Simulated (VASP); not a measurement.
# H12C4Cl3 in VASP: notebook, part 2 of 2

VASP 6.6.1.

## 4. Single point, PBE+D3(BJ)

This run uses another cell than the first one, of 8.18 Å³/atom, 1.161 times its volume.

The input, INCAR:

```
SYSTEM = H12C4Cl3
  PREC = Accurate
  ENCUT = 520
  EDIFF = 1E-7
  ISMEAR = -1
  SIGMA = 0.05
  LREAL = Auto
  LASPH = .True.
  NELM = 100
  ALGO = Fast
  ISIF = 2
  LWAVE = .False.
  LCHARG = .True.
  GGA = PE
  IVDW = 12
  LELF = .True.
  LVHAR = .True.
  NBANDS = 74
```

The input, KPOINTS:

```
Automatic mesh
0
Gamma
  1 1 1
  0 0 0
```

The input, POSCAR:

```
H12C4Cl3
1.0
    6.7740950000      0.0000000000      0.0000000000
    0.0000000000      6.7740950000      0.0000000000
    0.0000000000      0.0000000000      6.7740950000
C H Cl
8 24 6
Direct
    0.2766864061      0.0714929448      0.1076453755
    0.4348477546      0.1576741985      0.2324443339
    0.0848379009      0.5690058967      0.6822165913
    0.5300781876      0.6035049700     -0.0143783044
    0.6930519870      0.9712293672      0.5476008234
    0.2153645616     -0.0233979594      0.5345806340
    0.6508175631      0.4059730488      0.5428178967
    0.0019781240      0.5291186498      0.0924108682
    0.2563884917     -0.0890893913      0.1193664984
    0.1167388411      0.1204884195      0.1510902932
    0.2887618198      0.1271904217     -0.0469730643
    0.3859999011      0.3122926384      0.2696005887
    0.4686825325      0.0710648433      0.3597676147
    0.5831775315      0.1708420092      0.1629295131
    0.1803931005      0.6316563320      0.7857580976
    0.1340105210      0.6037706882      0.5339753871
   -0.0622813822      0.6192118652      0.6969196623
    0.6034311594      0.4595743048     -0.0082963112
    0.4182994186      0.5869271098     -0.1315747712
    0.6360849678      0.7151656421     -0.0436515874
    0.5569157208      0.9147937843      0.4885080590
    0.7414569769      1.1002355296      0.4821160613
    0.8050817120      0.8565719849      0.5222247400
    0.1385277295      0.0716110418      0.4226394817
    0.3347901085      0.0693967238      0.5862628144
    0.2718591930     -0.1592832696      0.4854227760
    0.6350516194      0.3779988323      0.3862360950
    0.7988078112      0.4437197884      0.5981463207
    0.5953858043      0.2910499484      0.6320401471
   -0.1143178535      0.5104593307     -0.0136992469
    0.1332871771      0.6248214706      0.0660309606
    0.0472830688      0.3917276035      0.1520203068
    0.0843655130      0.3005419912      0.7371169138
    0.4286329023      0.6519985326      0.2161321918
    0.6332949272      0.9901101180      0.8017454730
    0.0657652424     -0.0643923653      0.7510671167
    0.5075659553      0.6077564605      0.5864399599
   -0.0643185547      0.6675725687      0.3143888593
```

Potentials or basis: VASP PAW PBE potentials, release 64 (C, H, Cl).

Run with:

```
$ cat potpaw_PBE.64/C/POTCAR potpaw_PBE.64/H/POTCAR potpaw_PBE.64/Cl/POTCAR > POTCAR
$ mpirun -np 1 vasp_gam > vasp.out
```

OUTCAR:

```text
SYSTEM = H12C4Cl3
   PREC = Accurate
   ENCUT = 520
   EDIFF = 1E-7
   ISMEAR = -1
   LREAL = Auto
   LASPH = .True.
   NELM = 100
   ISIF = 2
   GGA = PE
   IVDW = 12
 IVDW          = 12

 ion  position               nearest neighbor table
   1  0.277  0.071  0.108-   9 1.10  11 1.12  10 1.17   2 1.48
   2  0.435  0.158  0.232-  13 1.07  14 1.11  12 1.13   1 1.48
   3  0.085  0.569  0.682-  15 1.04  17 1.06  16 1.08  33 1.86
   4  0.530  0.604  0.986-  20 1.06  18 1.10  19 1.10  34 1.74
   5  0.693  0.971  0.548-  22 1.03  21 1.08  23 1.10  35 1.77
   6  0.215  0.977  0.535-  26 1.05  25 1.08  24 1.12  36 1.80
   7  0.651  0.406  0.543-  29 1.05  27 1.08  28 1.10  37 1.70
[... 347 lines left out ...]
  Total      19.86741    30.06418    27.68782    -2.02321    -0.37216     1.91265
  in kB     102.39952   154.95519   142.70710   -10.42792    -1.91816     9.85806
  external pressure =      133.35 kB  Pullay stress =        0.00 kB

 VOLUME and BASIS-vectors are now :
 -----------------------------------------------------------------------------
  energy-cutoff  :      520.00
  volume of cell :      310.85
      direct lattice vectors                 reciprocal lattice vectors
     6.774095000  0.000000000  0.000000000     0.147621195  0.000000000  0.000000000
     0.000000000  6.774095000  0.000000000     0.000000000  0.147621195  0.000000000
     0.000000000  0.000000000  6.774095000     0.000000000  0.000000000  0.147621195

 POSITION                                       TOTAL-FORCE (eV/Angst)
 -----------------------------------------------------------------------------------
      1.87430      0.48430      0.72920        -2.110322      0.570201     -0.809669
      2.94570      1.06810      1.57460        -0.179127      1.678421     -0.440702
      0.57470      3.85450      4.62140         0.339731     -0.911184     -0.275738
      3.59080      4.08820      6.67670        -0.671610     -1.639783     -0.245841
      4.69480      6.57920      3.70950        -0.150687     -2.515890      1.121573
      1.45890      6.61560      3.62130        -0.931998      1.909757      0.863604
[... 30 lines left out ...]
      3.43830      4.11700      3.97260        -0.784080      0.281775      0.671627
      6.33840      4.52220      2.12970        -1.054684     -0.042261     -2.087131
 -----------------------------------------------------------------------------------
    total drift:                                0.003550      0.005995     -0.014174

  FREE ENERGIE OF THE ION-ELECTRON SYSTEM (eV)
  ---------------------------------------------------
  free  energy   TOTEN  =      -170.3892958261 eV

  energy  without entropy=     -170.3892958261  energy(sigma->0) =     -170.38929583
```

Run time: 30 s. Hardware: 1 thread of Intel Xeon 6975P-C (Granite Rapids), shared host; peak memory 0.38 GiB.

What came out:

```
Free energy                : -170.3893 eV
Pressure                   : 13.3 GPa
Largest force              : 2.759 eV/Å
Band gap on the k mesh     : 5.41 eV, direct
Dispersion energy per atom : -0.091 eV
```

Forces on the atoms (eV/Å):
```
C   -2.110  0.570 -0.810
C   -0.179  1.678 -0.441
C    0.340 -0.911 -0.276
C   -0.672 -1.640 -0.246
C   -0.151 -2.516  1.122
C   -0.932  1.910  0.864
C    0.977  0.490  0.025
C    1.131  1.794  1.557
H    0.626  0.339 -0.454
H    1.631 -0.142 -0.240
H    0.044 -0.650  0.898
H    0.546 -1.006  0.106
H   -0.280  0.295  0.188
H   -0.442 -0.115 -0.373
H    0.638  0.273  1.226
H    0.095 -0.771  0.366
H   -0.891  0.060  0.497
H   -0.109 -0.121  0.263
H    0.283  0.372  0.772
H    0.389  0.437 -0.221
H    0.342  0.105 -0.421
H    0.616  1.985 -0.525
H   -0.399  0.436  0.537
H    0.043 -1.139  0.853
H    0.092 -0.063  0.480
H    0.083 -0.998 -0.680
H    0.554 -0.158 -0.119
H   -0.430 -0.427 -0.661
H   -0.551 -0.953  0.627
H   -0.230  0.465 -0.100
H   -0.790 -0.995 -0.957
H    0.376 -1.021  0.149
Cl  -0.286  1.362 -0.535
Cl   0.487 -0.532 -0.163
Cl   0.179  1.241 -0.503
Cl   0.820  0.108 -1.392
Cl  -0.784  0.282  0.672
Cl  -1.055 -0.042 -2.087
```

Levels at points of the mesh, in eV from the valence-band top:
```csv
k point,band 47,band 48,band 49,band 50,band 51,band 52
"(0.00, 0.00, 0.00)",-0.32,-0.13,0.00,5.41,5.52,6.11
```

As with any semilocal functional, this PBE gap is likely too small.

## 5. Overview

| cell | gap on the mesh (eV) | pressure (GPa) | largest force (eV/Å) |
| --- | --- | --- | --- |
| P1, 7.05 Å³/atom | 5.31 | 27.8 | 4.53 |
| P1, 10.77 Å³/atom | 5.30 | 5.0 | 3.32 |
| P1, 8.18 Å³/atom | 5.41 | 13.3 | 2.76 |

Alike in all rows: task single point; level PBE+D3(BJ); potentials or basis VASP PAW PBE potentials, release 64 (C, H, Cl); no spin polarisation; k mesh 1 × 1 × 1; cutoff (eV) 520; smearing fermi-dirac 0.05 eV.

On the cell as given the gap runs from 5.30 eV (PBE+D3(BJ)) to 5.41 eV (PBE+D3(BJ)).

Caveats: so large a pressure means that the cell lies far from this level's equilibrium, or that cutoff or potentials fall short (some runs).

Absolute energies hang on the potentials; compare differences alone.
